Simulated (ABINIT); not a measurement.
# Mo (Im-3m) in ABINIT: a series of runs

Aim: see how the results for Mo move with the level of theory and the settings. Levels: revPBE+D4, PBE+D3. Tasks: equation of state.

All numbers are computed with ABINIT 10.8.3 (patched build); they aren't measurements. Logs are shortened: lines on timing, memory, paths and dates and some standing lists are left out, and cuts for length are marked. The log counts tension as positive stress, the text compression.

## (1) Starting point

It takes space group Im-3m (No. 229, cubic). The conventional cell has a = 3.168 Å, b = 3.168 Å, c = 3.168 Å, α = 90.00°, β = 90.00°, γ = 90.00°. Mo (site symmetry m-3m) is surrounded by 8 Mo at 2.74 Å.

## (2) Equation of state, revPBE+D4

run.py reads:

```python
import json, os
import numpy as np
from ase.eos import EquationOfState
from ase.units import GPa
from ase.calculators.mixing import SumCalculator
from dftd4.ase import DFTD4
from ase.calculators.abinit import Abinit, AbinitProfile
from ase import Atoms

atoms = Atoms(['Mo'],
              cell=[[-1.5838089719, 1.5838089719, 1.5838089719], [1.5838089719, -1.5838089719, 1.5838089719], [1.5838089719, 1.5838089719, -1.5838089719]],
              scaled_positions=[[0.0, 0.0, 0.0]],
              pbc=True)

profile = AbinitProfile(command='abinit', pp_paths=[os.path.abspath('pseudos')])
params = dict(
    pps='pawxml', xc='PBE',
    ecut=408.1708,
    pawecutdg=816.3416,
    kptopt=1,
    ngkpt=[12, 12, 12],
    nshiftk=1,
    shiftk=[0.0, 0.0, 0.0],
    ixc=14,
    nband=11,
    occopt=3,
    tsmear=0.05,
    nstep=100,
    tolvrs=1e-09,
    prtwf=0,
    prtden=0,
)

cell0 = atoms.cell.copy()
volumes, energies = [], []
for i, x in enumerate([0.94, 0.96, 0.98, 1.0, 1.02, 1.04, 1.06]):
    atoms.set_cell(cell0 * x ** (1 / 3), scale_atoms=True)
    atoms.calc = SumCalculator([Abinit(profile=profile, directory=f'v{i}', **params), DFTD4(method='revpbe')])
    volumes.append(atoms.get_volume() / len(atoms))
    dft, disp = atoms.calc.mixer.calcs
    energies.append((dft.get_property('free_energy', atoms) + disp.get_property('energy', atoms)) / len(atoms))
    print(f'{x:5.2f} {volumes[-1]:10.5f} A^3/atom {energies[-1]:14.6f} eV/atom', flush=True)
    json.dump(dict(volumes=volumes, energies=energies), open('results.json', 'w'))
v0, e0, b0 = EquationOfState(volumes, energies, eos='vinet').fit()
print(f'V0 {v0:.4f} A^3/atom  E0 {e0:.6f} eV/atom  B0 {b0 / GPa:.2f} GPa')
```

Potentials or basis: JTH PAW PBE v2.0.

Command:

```bash
python run.py
```

Log:

```text
0.94   14.93813 A^3/atom   -1872.210979 eV/atom
 0.96   15.25596 A^3/atom   -1872.221174 eV/atom
 0.98   15.57380 A^3/atom   -1872.219643 eV/atom
 1.00   15.89163 A^3/atom   -1872.207832 eV/atom
 1.02   16.20946 A^3/atom   -1872.185769 eV/atom
 1.04   16.52729 A^3/atom   -1872.155690 eV/atom
 1.06   16.84513 A^3/atom   -1872.117996 eV/atom
V0 15.3703 A^3/atom  E0 -1872.221999 eV/atom  B0 277.41 GPa
```

abinit.in:

```text
ecut 408.1708 eV
ixc 14
kptopt 1
natom 1
nband 11
ngkpt
12 12 12
nshiftk 1
nsppol 1
nstep 100
occopt 3
pawecutdg 816.3416 eV
prtden 0
prtwf 0
shiftk
0.0 0.0 0.0
tolvrs 1e-09
tsmear 0.05 eV
#Definition of the unit cell
acell
1.00000000000000 1.00000000000000 1.00000000000000 Angstrom
rprim
-1.61487193601659 1.61487193601659 1.61487193601659
1.61487193601659 -1.61487193601659 1.61487193601659
1.61487193601659 1.61487193601659 -1.61487193601659
chkprim 0 # Allow non-primitive cells
#Definition of the atom types
ntypat 1
znucl 42
#Enumerate different atomic species
typat
 1
pseudos "./pseudos/Mo.GGA_PBE-JTH.xml"
#Definition of the atoms
xcart
0.00000000000000 0.00000000000000 0.00000000000000
chkexit 1 # abinit.exit file in the running directory terminates after the current SCF
```

abinit.abo:

```text
.Version 10.8.3 of ABINIT
 Symmetries : space group Im -3 m (#229); Bravais cI (body-center cubic)
================================================================================
 Values of the parameters that define the memory need of the present run
     intxc =       0    ionmov =       0      iscf =      17    lmnmax =      18
     lnmax =       6     mgfft =      20  mpssoang =       3    mqgrid =    3001
     natom =       1  nloc_mem =       2    nspden =       1   nspinor =       1
    nsppol =       1      nsym =      48    n1xccc =       1    ntypat =       1
    occopt =       3   xclevel =       2
       mpw =         327          nfft =        8000          nkpt =          72
 PAW method is used; the additional fine FFT grid is defined by:
   mgfftf=        30    nfftf =     27000
================================================================================
================================================================================

--------------------------------------------------------------------------------
------------- Echo of variables that govern the present computation ------------
--------------------------------------------------------------------------------
 -outvars: echo values of preprocessed input variables --------
            acell      1.8897261259E+00  1.8897261259E+00  1.8897261259E+00 Bohr
              amu      9.59400000E+01
          chkexit           1
          chkprim           0
             ecut      1.50000002E+01 Hartree
                       outvar_i_n : Printing only first  50 k-points.
              ixc          14
                       outvar_i_n : Printing only first  50 k-points.
         kptrlatt       12    0    0      0   12    0      0    0   12
          kptrlen      6.34276802E+01
            natom           1
            nband          11
            ngfft          20      20      20
          ngfftdg          30      30      30
             nkpt          72
            nstep         100
             nsym          48
           ntypat           1
                       prtocc : prtvol=0, do not print more k-points.
           occopt           3
        pawecutdg      3.00000005E+01 Hartree
         pawxcdev           0
           prtden           0
            prtwf           0
            rprim     -1.6148719360E+00  1.6148719360E+00  1.6148719360E+00
                       1.6148719360E+00 -1.6148719360E+00  1.6148719360E+00
                       1.6148719360E+00  1.6148719360E+00 -1.6148719360E+00
          spgroup         229
           tolvrs      1.00000000E-09
           tsmear      1.83746611E-03 Hartree
            typat      1
           useylm           1
                       outvars : Printing only first  50 k-points.
            znucl       42.00000

================================================================================

 chkinp: Checking input parameters for consistency.

================================================================================
== DATASET  1 ==================================================================

--- !DatasetInfo
iteration_state: {dtset: 1, }
dimensions: {natom: 1, nkpt: 72, mband: 11, nsppol: 1, nspinor: 1, nspden: 1, mpw: 327, }
cutoff_energies: {ecut:  15.0, pawecutdg:  30.0, }
electrons: {nelect:   1.40000000E+01, charge:   0.00000000E+00, occopt:   3.00000000E+00, tsmear:   1.83746611E-03, }
meta: {optdriver: 0, ionmov: 0, optcell: 0, iscf: 17, paral_kgb: 0, }
...

 Exchange-correlation functional for the present dataset will be:
  GGA: revPBE functional - ixc=14
  Zhang and Yang, PRL 80, 890 (1998)

 Real(R)+Recip(G) space primitive vectors, cartesian coordinates (Bohr,Bohr^-1):
 R(1)= -3.0516657  3.0516657  3.0516657  G(1)=  0.0000000  0.1638449  0.1638449
 R(2)=  3.0516657 -3.0516657  3.0516657  G(2)=  0.1638449  0.0000000  0.1638449
 R(3)=  3.0516657  3.0516657 -3.0516657  G(3)=  0.1638449  0.1638449  0.0000000
 Unit cell volume ucvol=  1.1367654E+02 bohr^3
 Angles (23,13,12)=  1.09471221E+02  1.09471221E+02  1.09471221E+02 degrees

 Coarse grid specifications (used for wave-functions):

 getcut: wavevector=  0.0000  0.0000  0.0000  ngfft=  20  20  20
         ecut(hartree)=     15.000   => boxcut(ratio)=   2.17573

 Fine grid specifications (used for densities):

 getcut: wavevector=  0.0000  0.0000  0.0000  ngfft=  30  30  30
         ecut(hartree)=     30.000   => boxcut(ratio)=   2.30196

 getcut : COMMENT -
  Note that boxcut > 2.2 ; recall that boxcut=Gcut(box)/Gcut(sphere) = 2
  is sufficient for exact treatment of convolution.
  Such a large boxcut is a waste : you could raise ecut
  e.g. ecut=   39.742676 Hartrees makes boxcut=2

--- Pseudopotential description ------------------------------------------------
- pspini: atom type   1  psp file is <dir>
 Pseudopotential format is: paw10
 basis_size (lnmax)=  6 (lmn_size= 18), orbitals=   0   0   1   1   2   2
 Spheres core radius: rc_sph= 2.20740211
 Shapefunction is SIN type: shapef(r)=[sin(pi*r/rshp)/(pi*r/rshp)]**2
 Radius for shape functions =  1.91008465
 Compensation charge density is not taken into account in XC energy/potential

   3.87899950E+02                                ecore*ucvol(ha*bohr**3)
--------------------------------------------------------------------------------

[... 7 lines left out ...]

     iter   Etot(hartree)      deltaE(h)  residm     nres2
 ETOT  1  -68.502211052640    -6.850E+01 1.873E+00 5.893E+00
 ETOT  2  -68.768115453148    -2.659E-01 1.575E-02 6.865E-01
 ETOT  3  -68.766412634247     1.703E-03 1.017E-02 7.965E-02
 ETOT  4  -68.766541197250    -1.286E-04 1.974E-03 8.893E-03
 ETOT  5  -68.766566379305    -2.518E-05 1.859E-03 5.163E-05
 ETOT  6  -68.766567284135    -9.048E-07 1.777E-03 2.209E-06
 ETOT  7  -68.766567314534    -3.040E-08 8.518E-04 3.292E-07
 ETOT  8  -68.766567317944    -3.409E-09 8.257E-04 3.231E-09
 ETOT  9  -68.766567317961    -1.694E-11 4.830E-04 9.590E-12

 At SCF step    9       nres2   =  9.59E-12 < tolvrs=  1.00E-09 =>converged.

 Cartesian components of stress tensor (hartree/bohr^3)
  sigma(1 1)=  4.27134367E-04  sigma(3 2)=  0.00000000E+00
  sigma(2 2)=  4.27134367E-04  sigma(3 1)=  0.00000000E+00
  sigma(3 3)=  4.27134367E-04  sigma(2 1)=  0.00000000E+00

--- !ResultsGS
iteration_state: {dtset: 1, }
comment   : Summary of ground state results
lattice_vectors:
- [ -3.0516657,   3.0516657,   3.0516657, ]
- [  3.0516657,  -3.0516657,   3.0516657, ]
- [  3.0516657,   3.0516657,  -3.0516657, ]
lattice_lengths: [   5.28564,    5.28564,    5.28564, ]
lattice_angles: [109.471, 109.471, 109.471, ] # degrees, (23, 13, 12)
lattice_volume:   1.1367654E+02
convergence: {deltae: -1.694E-11, res2:  9.590E-12, residm:  4.830E-04, diffor: null, }
etotal    :  -6.87665673E+01
entropy   :   0.00000000E+00
fermie    :   4.58803793E-01
cartesian_stress_tensor: # hartree/bohr^3
- [  4.27134367E-04,   0.00000000E+00,   0.00000000E+00, ]
- [  0.00000000E+00,   4.27134367E-04,   0.00000000E+00, ]
- [  0.00000000E+00,   0.00000000E+00,   4.27134367E-04, ]
pressure_GPa:  -1.2567E+01
xred      :
- [  0.0000E+00,   0.0000E+00,   0.0000E+00, Mo]
cartesian_forces: # hartree/bohr
- [ -0.00000000E+00,  -0.00000000E+00,  -0.00000000E+00, ]
force_length_stats: {min:   0.00000000E+00, max:   0.00000000E+00, mean:   0.00000000E+00, }
...

 Integrated electronic density in atomic spheres:
 ------------------------------------------------
 Atom  Sphere_radius  Integrated_density
    1        2.20740         11.21140527

================================================================================

 ----iterations are completed or convergence reached----

 Mean square residual over all n,k,spin=   10.134E-07; max=  48.298E-05
 reduced coordinates (array xred) for    1 atoms
       0.000000000000      0.000000000000      0.000000000000
 rms dE/dt=  0.0000E+00; max dE/dt=  0.0000E+00; dE/dt below (all hartree)
    1       0.000000000000      0.000000000000      0.000000000000

 cartesian coordinates (angstrom) at end:
    1      0.00000000000000     0.00000000000000     0.00000000000000

 cartesian forces (hartree/bohr) at end:
    1     -0.00000000000000    -0.00000000000000    -0.00000000000000
 frms,max,avg= 0.0000000E+00 0.0000000E+00   0.000E+00  0.000E+00  0.000E+00 h/b

 cartesian forces (eV/Angstrom) at end:
    1     -0.00000000000000    -0.00000000000000    -0.00000000000000
 frms,max,avg= 0.0000000E+00 0.0000000E+00   0.000E+00  0.000E+00  0.000E+00 e/A
 length scales=  1.889726125908  1.889726125908  1.889726125908 bohr
              =  1.000000000000  1.000000000000  1.000000000000 angstroms
 Fermi (or HOMO) energy (hartree) =   0.45880   Average Vxc (hartree)=  -0.45255
 Eigenvalues (hartree) for nkpt=  72  k points:
 kpt#   1, nband= 11, wtk=  0.00058, kpt=  0.0000  0.0000  0.0000 (reduced coord)
  -1.79309   -0.81599   -0.81599   -0.81599    0.20379    0.41493    0.41493    0.41493
   0.51630    0.51630    1.00415
      occupation numbers for kpt#   1
   2.00000    2.00000    2.00000    2.00000    2.00000    2.00000    2.00000    2.00000
   0.00000    0.00000    0.00000
 prteigrs : prtvol=0 or 1, do not print more k-points.

--- !EnergyTerms
iteration_state     : {dtset: 1, }
comment             : Components of total free energy in Hartree
kinetic             :  9.53859476372844E+00
hartree             :  1.07900456332225E+01
xc                  : -3.81705018283249E+00
Ewald energy        : -5.84344608117358E+01
psp_core            :  3.41231306218614E+00
local_psp           : -3.88467000819171E+01
PAW spherical_terms :  8.59079740216984E+00
internal            : -6.87664602151786E+01
'-kT*entropy'       : -1.01828073119982E-04
total_energy        : -6.87665620432517E+01
total_energy_eV     : -1.87123348056714E+03
...

--- !EnergyTermsDC
iteration_state     : {dtset: 1, }
comment             : '"Double-counting" decomposition of free energy'
band_energy         : -6.40448722886404E+00
Ewald energy        : -5.84344608117358E+01
psp_core            :  3.41231306218614E+00
xc_dc               : -9.63159961793097E+00
PAW spherical_terms :  2.29176910645697E+00
internal            : -6.87664654898877E+01
'-kT*entropy'       : -1.01828073119982E-04
total_energy_dc     : -6.87665673179608E+01
total_energy_dc_eV  : -1.87123362409929E+03
...

--- !EnergyTermsWithPAWCore
iteration_state     : {dtset: 1, }
comment             : 'Components of total free energy, including PAW core contributions'
Total energy        : -4.04920282390659E+03
Total energy DC     : -4.04920282918130E+03
Total energy (eV)   : -1.10184422029639E+05
Total energy DC (eV): -1.10184422173171E+05
...

 Cartesian components of stress tensor (hartree/bohr^3)
  sigma(1 1)=  4.27134367E-04  sigma(3 2)=  0.00000000E+00
  sigma(2 2)=  4.27134367E-04  sigma(3 1)=  0.00000000E+00
  sigma(3 3)=  4.27134367E-04  sigma(2 1)=  0.00000000E+00

-Cartesian components of stress tensor (GPa)         [Pressure= -1.2567E+01 GPa]
- sigma(1 1)=  1.25667269E+01  sigma(3 2)=  0.00000000E+00
- sigma(2 2)=  1.25667269E+01  sigma(3 1)=  0.00000000E+00
- sigma(3 3)=  1.25667269E+01  sigma(2 1)=  0.00000000E+00

== END DATASET(S) ==============================================================
================================================================================

 -outvars: echo values of variables after computation  --------
            acell      1.8897261259E+00  1.8897261259E+00  1.8897261259E+00 Bohr
           etotal     -6.8766567318E+01
            fcart     -0.0000000000E+00 -0.0000000000E+00 -0.0000000000E+00
            rprim     -1.6148719360E+00  1.6148719360E+00  1.6148719360E+00
                       1.6148719360E+00 -1.6148719360E+00  1.6148719360E+00
                       1.6148719360E+00  1.6148719360E+00 -1.6148719360E+00
           strten      4.2713436679E-04  4.2713436679E-04  4.2713436679E-04
                       0.0000000000E+00  0.0000000000E+00  0.0000000000E+00
 Calculation completed.
```

Run time: 83 s. Hardware: 1 thread of Arm Neoverse N1, shared host; peak memory 0.09 GiB.

What came out:

```yaml
Equilibrium_volume: 15.37 Å³/atom
Bulk_modulus: 277 GPa
Pressure_derivative_of_the_bulk_modulus: "4.4 (rough: it moves with the points fitted)"
```

Energy against volume, from the lowest point:
| volume (Å³/atom) | energy (meV/atom) |
| --- | --- |
| 14.938 | 10.20 |
| 15.256 | 0.00 |
| 15.574 | 1.53 |
| 15.892 | 13.34 |
| 16.209 | 35.41 |
| 16.527 | 65.48 |
| 16.845 | 103.18 |

Caveat: pressures at fixed basis lie under the slope of the energies; the log and the count of SCF iterations are those of the last ABINIT call alone; the PAW data sets were made with another functional, which shifts forces and pressure a little.

[end of part 1 of 2]
